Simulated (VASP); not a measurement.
# CdS (F-43m) in VASP: Born charges and dielectric tensor with LDA

Aim: the Born charges and dielectric tensor of CdS with LDA.

All numbers are computed with VASP 6.6.1; they aren't measurements. Logs are shortened: lines on timing, memory, paths and dates and some standing lists are left out, and cuts for length are marked.

### Step 1. Starting point

Symmetry: F-43m, No. 216, cubic system. The conventional cell has a = 5.771 Å, b = 5.771 Å, c = 5.771 Å, α = 90.00°, β = 90.00°, γ = 90.00°. Cd (site symmetry -43m) has 4 S at 2.50 Å as nearest neighbours. S (site symmetry -43m) is surrounded by 4 Cd at 2.50 Å.

The cell is a database's computed one.

### Step 2. Born charges and dielectric tensor, LDA

INCAR reads:

```
PREC = Accurate ; ENCUT = 350
EDIFF = 1E-8 ; ISMEAR = 0
SIGMA = 0.02 ; LREAL = F
LASPH = T ; NELM = 60
ALGO = Normal ; ISIF = 2
LWAVE = F ; LCHARG = F
LEPSILON = T ; IBRION = 8
NSW = 1
```

KPOINTS reads:

```
Automatic mesh
0
Gamma
  8 8 8
```

POSCAR reads:

```
CdS
1.0
    0.0000000000      2.8855000000      2.8855000000
    2.8855000000      0.0000000000      2.8855000000
    2.8855000000      2.8855000000      0.0000000000
Cd S
1 1
Direct
    0.0000000000      0.0000000000      0.0000000000
    0.7500000000      0.7500000000      0.7500000000
```

Potentials or basis: VASP PAW LDA potentials, release 64 (Cd, S).

Command:

```console
$ cat potpaw_LDA.64/Cd/POTCAR potpaw_LDA.64/S/POTCAR > POTCAR
$ mpirun -np 1 vasp_std > vasp.out
```

OUTCAR:

```text
PREC = Accurate
   ENCUT = 350
   EDIFF = 1E-8
   ISMEAR = 0
   LREAL = F
   LASPH = T
   NELM = 60
   ISIF = 2
   LEPSILON = T
   IBRION = 8
   NSW = 1

 ion  position               nearest neighbor table
   1  0.000  0.000  0.000-   2 2.50   2 2.50   2 2.50   2 2.50
   2  0.750  0.750  0.750-   1 2.50   1 2.50   1 2.50   1 2.50

  LATTYP: Found a face centered cubic cell.
 ALAT       =     5.7710000000

  Lattice vectors:

 A1 = (   0.0000000000,   2.8855000000,   2.8855000000)
 A2 = (   2.8855000000,   0.0000000000,   2.8855000000)
 A3 = (   2.8855000000,   2.8855000000,   0.0000000000)

Analysis of symmetry for initial positions (statically):
=====================================================================
 Subroutine PRICEL returns:
 Original cell was already a primitive cell.

 Routine SETGRP: Setting up the symmetry group for a
 face centered cubic supercell.

 Subroutine GETGRP returns: Found 24 space group operations
 (whereof 24 operations were pure point group operations)
 out of a pool of 48 trial point group operations.

The static configuration has the point symmetry T_d .

Analysis of symmetry for dynamics (positions and initial velocities):
=====================================================================
 Subroutine PRICEL returns:
 Original cell was already a primitive cell.

 Routine SETGRP: Setting up the symmetry group for a
 face centered cubic supercell.

 Subroutine GETGRP returns: Found 24 space group operations
 (whereof 24 operations were pure point group operations)
 out of a pool of 48 trial point group operations.

The dynamic configuration has the point symmetry T_d .

 Subroutine INISYM returns: Found 24 space group operations
 (whereof 24 operations are pure point group operations),
 and found     1 'primitive' translations

----------------------------------------------------------------------------------------

                                     Primitive cell

  volume of cell :      48.0500

  direct lattice vectors                    reciprocal lattice vectors
     0.000000000  2.885500000  2.885500000    -0.173280194  0.173280194  0.173280194
     2.885500000  0.000000000  2.885500000     0.173280194 -0.173280194  0.173280194
     2.885500000  2.885500000  0.000000000     0.173280194  0.173280194 -0.173280194

  length of vectors
     4.080713234  4.080713234  4.080713234     0.300130100  0.300130100  0.300130100

  position of ions in fractional coordinates (direct lattice)
     0.000000000  0.000000000  0.000000000
     0.750000000  0.750000000  0.750000000

  ion indices of the primitive-cell ions
   primitive index   ion index
                 1           1
                 2           2

----------------------------------------------------------------------------------------

 KPOINTS: Automatic mesh

Automatic generation of k-mesh.
 Grid dimensions read from file:
 generate k-points for:    8    8    8

 Generating k-lattice:

[... 533 lines left out ...]

 Free energy of the ion-electron system (eV)
  ---------------------------------------------------
  ---------------------------------------------------
  free energy    TOTEN  =        -0.87825279 eV

  energy without entropy =       -0.87825279

------------------------ aborting loop because EDIFF is reached ----------------------------------------

--------------------------------------- Ionic step        2  -------------------------------------------

------------------------ aborting loop because EDIFF is reached ----------------------------------------

--------------------------------------- Ionic step        3  -------------------------------------------

------------------------ aborting loop because EDIFF is reached ----------------------------------------

 PIEZOELECTRIC TENSOR FIELD DIRECTION 3  (e Angst)
 -----------------------------------------------------------------------------
    -0.00133  1.91588  0.00000           ( -0.00000 -0.03156  0.00000)
     1.91588 -0.00133  0.00000           ( -0.03156 -0.00000  0.00000)
     0.00000  0.00000  0.00061           (  0.00000  0.00000 -0.00000)

 PIEZOELECTRIC TENSOR FIELD DIRECTION 3  (C/m^2)
 -----------------------------------------------------------------------------
    -0.00044  0.63883  0.00000
     0.63883 -0.00044  0.00000
     0.00000  0.00000  0.00020

--------------------------------------- Ionic step        4  -------------------------------------------

------------------------ aborting loop because EDIFF is reached ----------------------------------------

[... ionic steps 5 to 6 ...]

--------------------------------------- Ionic step        7  -------------------------------------------

 Free energy of the ion-electron system (eV)
  ---------------------------------------------------
  ---------------------------------------------------
  free energy    TOTEN  =        -0.10570458 eV

  energy without entropy =       -0.10570458

------------------------ aborting loop because EDIFF is reached ----------------------------------------

 INTERNAL STRAIN TENSOR  FOR ION    2  DIRECTION 1   (eV/Angst):
 -----------------------------------------------------------------------------
    -0.00471  0.00000  0.00000
     0.00000  0.00598  7.13543
     0.00000  7.13543  0.00598

 MACROSCOPIC STATIC DIELECTRIC TENSOR (including local field effects in DFT)
 ------------------------------------------------------
           7.324435    -0.000000    -0.000000
           0.000000     7.324435     0.000000
           0.000000     0.000000     7.324435
 ------------------------------------------------------

 PIEZOELECTRIC TENSOR (including local field effects)  for field in x, y, z        (e  Angst)
          XX          YY          ZZ          XY          YZ          ZX
  --------------------------------------------------------------------------------
  x     0.00000    -0.00000     0.00000     0.00000     1.93158    -0.00000
  y    -0.00000     0.00000     0.00000     0.00000    -0.00000     1.93158
  z     0.00000    -0.00000    -0.00000     1.93158     0.00000     0.00000

 PIEZOELECTRIC TENSOR (including local field effects)  for field in x, y, z        (C/m^2)
          XX          YY          ZZ          XY          YZ          ZX
  --------------------------------------------------------------------------------
  x     0.00000    -0.00000     0.00000     0.00000     0.64407    -0.00000
  y    -0.00000     0.00000     0.00000     0.00000    -0.00000     0.64407
  z     0.00000    -0.00000    -0.00000     0.64407     0.00000     0.00000

 BORN EFFECTIVE CHARGES (including local field effects) (in |e|, cummulative output)
 ---------------------------------------------------------------------------------
 ion    1
    1     2.18194    -0.00000    -0.00000
    2     0.00000     2.18194     0.00000
    3    -0.00000     0.00000     2.18194
 ion    2
    1    -2.18194     0.00000     0.00000
    2     0.00000    -2.18194     0.00000
    3     0.00000    -0.00000    -2.18194

 INTERNAL STRAIN TENSOR FOR ION    2 for displacements in x,y,z  (eV/Angst):
          X           Y           Z          XY          YZ          ZX
  --------------------------------------------------------------------------------
  x     0.00000     0.00000     0.00000     0.00000     7.13543     0.00000
  y     0.00000     0.00000     0.00000     0.00000     0.00000     7.13543
  z     0.00000     0.00000     0.00000     7.13543     0.00000     0.00000

 SECOND DERIVATIVES (NOT SYMMETRIZED)
 ------------------------------------
               1X          1Y          1Z          2X          2Y          2Z
  1X    -5.504513    0.000000    0.000000    5.504513    0.000000    0.000000
  1Y     0.000000   -5.504513    0.000000    0.000000    5.504513    0.000000
  1Z     0.000000    0.000000   -5.504513    0.000000    0.000000    5.504513
  2X     5.513667    0.000000    0.000000   -5.513667    0.000000    0.000000
  2Y     0.000000    5.513667    0.000000    0.000000   -5.513667    0.000000
  2Z     0.000000    0.000000    5.513667    0.000000    0.000000   -5.513667

 Eigenvectors and eigenvalues of the dynamical matrix
 ----------------------------------------------------

   1 f  =    7.347905 THz    46.168250 2PiTHz  245.099736 cm-1    30.388481 meV
             X         Y         Z           dx          dy          dz
      0.000000  0.000000  0.000000    -0.470806    0.000000    0.000000
      4.328250  4.328250  4.328250     0.882237    0.000000    0.000000
[... 21 lines left out ...]
   6 f/i=    0.002536 THz     0.015932 2PiTHz    0.084578 cm-1     0.010486 meV
             X         Y         Z           dx          dy          dz
      0.000000  0.000000  0.000000    -0.882237    0.000000    0.000000
      4.328250  4.328250  4.328250    -0.470806    0.000000    0.000000

--------------------------------------------------------------------------------------------------------

 MACROSCOPIC STATIC DIELECTRIC TENSOR IONIC CONTRIBUTION
 ------------------------------------------------------
           3.254444    -0.000000    -0.000000
          -0.000000     3.254444     0.000000
          -0.000000     0.000000     3.254444
 ------------------------------------------------------

 ELASTIC MODULI CONTR FROM IONIC RELAXATION (kBar)
 Direction    XX          YY          ZZ          XY          YZ          ZX
 --------------------------------------------------------------------------------
 XX           0.0000      0.0000      0.0000      0.0000      0.0000      0.0000
 YY           0.0000      0.0000      0.0000      0.0000      0.0000      0.0000
 ZZ           0.0000      0.0000      0.0000      0.0000      0.0000      0.0000
 XY           0.0000      0.0000      0.0000   -312.8772      0.0000      0.0000
 YZ           0.0000      0.0000      0.0000      0.0000   -312.8772      0.0000
 ZX           0.0000      0.0000      0.0000      0.0000      0.0000   -312.8772
 --------------------------------------------------------------------------------

 PIEZOELECTRIC TENSOR IONIC CONTR  for field in x, y, z        (C/m^2)
          XX          YY          ZZ          XY          YZ          ZX
  --------------------------------------------------------------------------------
  x     0.00000     0.00000     0.00000     0.00000    -0.94951     0.00000
  y     0.00000     0.00000     0.00000     0.00000     0.00000    -0.94951
  z     0.00000     0.00000     0.00000    -0.94951     0.00000    -0.00000
```

It took 4 min on 1 thread of Intel Xeon Platinum 8488C (Sapphire Rapids), shared host; peak memory 0.21 GiB.

Results:

- Band gap on the k mesh: 0.96 eV, direct
- Electronic dielectric tensor (diagonal): 7.32
- Born charges (mean of the diagonal): Cd +2.18; S -2.18 e
- Highest phonon frequency at Γ, LO-TO splitting left out: 245 cm⁻¹

Phonon frequencies in cm⁻¹ (negative: imaginary):
| q point | frequencies |
| --- | --- |
| (0.000, 0.000, 0.000) | 0 0 0 245 245 245 |

Electronic dielectric tensor:
```
7.32 0.00 0.00
0.00 7.32 0.00
0.00 0.00 7.32
```

Born effective charge tensors (e):
atom 1, Cd
```
2.18 0.00 0.00
0.00 2.18 0.00
0.00 0.00 2.18
```
atom 2, S
```
-2.18  0.00  0.00
 0.00 -2.18  0.00
 0.00  0.00 -2.18
```
